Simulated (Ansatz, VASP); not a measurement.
# Ge in VASP and in Ansatz

```xyz
1
Lattice="2.7726 0.0000 0.0000 0.0000 2.7726 0.0000 0.0000 0.0000 2.7726" Properties=species:S:1:pos:R:3 pbc="T T T"
Ge    0.0000    0.0000    0.0000
```

Alike in both runs: task single point; functional RPBE; k mesh 13 × 13 × 13; occupations fermi-dirac, width 0.1 eV; no spin polarisation.

|  | VASP | Ansatz |
| --- | --- | --- |
| version | VASP 6.6.1 | Ansatz 0.2.0 |
| potentials or method | VASP PAW PBE potentials, release 64 (Ge_d) | plane waves (420 eV) with PAW, scalar-relativistic |
| plane-wave cutoff (eV) | 520 | 420 |
| valence electrons in the cell | 14 | 14 |

VASP gave:

```
pressure (GPa) : -2.5
```

**Question.** What did Ansatz give for the same quantities?

**Answer.** Pressure (GPa): -2.3.

Caveats: the PAW data sets were made with another functional, which shifts forces and pressure a little (VASP).
